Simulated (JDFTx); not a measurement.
Runs of JDFTx 1.7.0 (patched build) on CaO. It takes space group Fm-3m (No. 225, cubic). The conventional cell has a = 4.807 Å, b = 4.807 Å, c = 4.807 Å, α = 90.00°, β = 90.00°, γ = 90.00°. Around Ca (site symmetry m-3m) lie 6 O at 2.40 Å. O (site symmetry m-3m) is surrounded by 6 Ca at 2.40 Å. The cell is a database's computed one.

| task | level | potentials or basis | k mesh | cutoff (eV) | local potential set to -Z/r beyond | max SCF steps | SCF threshold on the energy | solver of the electrons | further solve for the empty bands | mesh quality | gap on the mesh (eV) | pressure (GPa) |
| --- | --- | --- | --- | --- | --- | --- | --- | --- | --- | --- | --- | --- |
| single point | PBEsol | PseudoDojo-SR-PBEsol-0.4.1-standard with smoothed tails | 10 × 10 × 10 | 1143 | 6 bohr | 100 | 1e-09 Ha | scf | yes | not flagged | 3.56 | -3.0 |
| single point | PBEsol | PseudoDojo-SR-PBEsol-0.4.1-standard | 4 × 4 × 4 | 1143 | - | 100 | 1e-09 Ha | scf | no | coarse | 3.55 | -3.0 |
| single point | PBEsol | SG15-PBE-1.2 with smoothed tails | 6 × 6 × 6 | 1361 | 6 bohr | 100 | 1e-09 Ha | scf | yes | coarse | 3.55 | (b) |
| single point | r2SCAN | SG15-PBE-1.2 with smoothed tails | 6 × 6 × 6 | 1361 | 6 bohr | 100 | 1e-09 Ha | scf | yes | coarse | 4.27 | -1.0 |
| single point | HSE06 | PseudoDojo-SR-PBE-0.5-standard with smoothed tails | 3 × 3 × 3 | 1143 | 6 bohr | 100 | 1e-07 Ha | scf | yes | coarse | 5.82 | (a) |
| single point | PBEsol | PseudoDojo-SR-PBEsol-0.4.1-standard | 10 × 10 × 10 | 1143 | - | 100 | 1e-09 Ha | scf | yes | not flagged | 3.56 | -3.0 |

Alike in all rows: no spin polarisation; cell as given; smearing fermi-dirac 0.05 eV.

Problem. Estimate the missing entries.

Solution. (a) -0.6; (b) -2.4.

Caveats: some runs use coarse meshes; the potentials were made for another functional, which shifts forces and pressure (some runs); this program's HSE differs a little from the usual definition (some runs); the hybrid runs on potentials with a model core (some runs); an odd mesh through Γ misses points on the zone boundary, where band edges often lie (some runs).

Runs at the PBE level aren't shown here.
